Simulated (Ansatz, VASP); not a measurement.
## One calculation of ZnO (zincite), two programs

Contents of INCAR:

```
SYSTEM = ZnO
PREC = Accurate
ENCUT = 520
EDIFF = 1E-6
ISMEAR = 0
SIGMA = 0.05
LREAL = Auto
LASPH = .TRUE.
NELM = 100
ALGO = Normal
ISIF = 2
LWAVE = .FALSE.
LCHARG = .FALSE.
LDIPOL = .TRUE.
IDIPOL = 3
DIPOL = 0.5 0.5 0.500
NBANDS = 106
```

Contents of KPOINTS:

```
regular mesh
0
G
  8 5 1
  0 0 0
```

File POSCAR:

```
ZnO
1.0
    3.1868519158      0.0000000000      0.0000000000
    0.0000000000      5.1534131039      0.0000000000
    0.0000000000      0.0000000000     26.9595437746
Zn O
10 10
Direct
    0.0000000000      0.4996637473      0.2781946187
    0.5000000000      0.9996637473      0.3123185235
    0.5000000000      0.4996637473      0.3805663331
    0.0000000000      0.9996637473      0.4146902380
    0.0000000000      0.4996637473      0.4829380476
    0.5000000000      0.9996637473      0.5170619524
    0.5000000000      0.4996637473      0.5853097620
    0.0000000000      0.9996637473      0.6194336669
    0.0000000000      0.4996637473      0.6876814765
    0.5000000000      0.9996637473      0.7218053813
    0.0000000000      0.1213262527      0.2781946187
    0.5000000000      0.6213262527      0.3123185235
    0.5000000000      0.1213262527      0.3805663331
    0.0000000000      0.6213262527      0.4146902380
    0.0000000000      0.1213262527      0.4829380476
    0.5000000000      0.6213262527      0.5170619524
    0.5000000000      0.1213262527      0.5853097620
    0.0000000000      0.6213262527      0.6194336669
    0.0000000000      0.1213262527      0.6876814765
    0.5000000000      0.6213262527      0.7218053813
```

Input for Ansatz:

```yaml
crystal:
  lattice:
    - [3.1868519158, 0.0, 0.0]
    - [0.0, 5.1534131039, 0.0]
    - [0.0, 0.0, 26.9595437746]
  atoms:
    - { symbol: Zn, position: [0.0, 0.4996637473, 0.2781946187] }
    - { symbol: O, position: [0.0, 0.1213262527, 0.2781946187] }
    - { symbol: Zn, position: [0.5, 0.9996637473, 0.3123185235] }
    - { symbol: O, position: [0.5, 0.6213262527, 0.3123185235] }
    - { symbol: Zn, position: [0.5, 0.4996637473, 0.3805663331] }
    - { symbol: O, position: [0.5, 0.1213262527, 0.3805663331] }
    - { symbol: Zn, position: [0.0, 0.9996637473, 0.414690238] }
    - { symbol: O, position: [0.0, 0.6213262527, 0.414690238] }
    - { symbol: Zn, position: [0.0, 0.4996637473, 0.4829380476] }
    - { symbol: O, position: [0.0, 0.1213262527, 0.4829380476] }
    - { symbol: Zn, position: [0.5, 0.9996637473, 0.5170619524] }
    - { symbol: O, position: [0.5, 0.6213262527, 0.5170619524] }
    - { symbol: Zn, position: [0.5, 0.4996637473, 0.585309762] }
    - { symbol: O, position: [0.5, 0.1213262527, 0.585309762] }
    - { symbol: Zn, position: [0.0, 0.9996637473, 0.6194336669] }
    - { symbol: O, position: [0.0, 0.6213262527, 0.6194336669] }
    - { symbol: Zn, position: [0.0, 0.4996637473, 0.6876814765] }
    - { symbol: O, position: [0.0, 0.1213262527, 0.6876814765] }
    - { symbol: Zn, position: [0.5, 0.9996637473, 0.7218053813] }
    - { symbol: O, position: [0.5, 0.6213262527, 0.7218053813] }
basis:
  ecutwfc: 420
kpoints:
  mp_grid: { grid: [8, 5, 1] }
hamiltonian:
  xc: lda
scf:
  occupations: { method: gaussian, width: 0.05 }
output:
  forces: true
  stress: true
  eigenvalues: true
  write_density: true
  write_potential: true
  elf: true
  volumetric_format: npy
efield:
  axis: 3
  dipole_correction: true
```

Alike in both runs: task single point; functional LDA; k mesh 8 × 5 × 1; occupations gaussian, width 0.05 eV; no spin polarisation.

|  | VASP | Ansatz |
| --- | --- | --- |
| version | VASP 6.6.1 | Ansatz 0.2.0 |
| potentials or method | VASP PAW LDA potentials, release 64 (Zn, O) | scalar-relativistic, plane waves, PAW |
| plane-wave cutoff (eV) | 520 | 420 |
| valence electrons in the cell | 180 | 180 |

VASP gave:

* gap on the k mesh at the Fermi level (eV): 0.48
* least direct gap on the mesh (eV): 0.48
* rms of the force components (eV/Å): 0.464

What did Ansatz give for the same quantities?

gap on the k mesh at the Fermi level (eV): 0.49; least direct gap on the mesh (eV): 0.49; rms of the force components (eV/Å): 0.474.

Ansatz warned: «xc_potential_rough_in_thin_density».
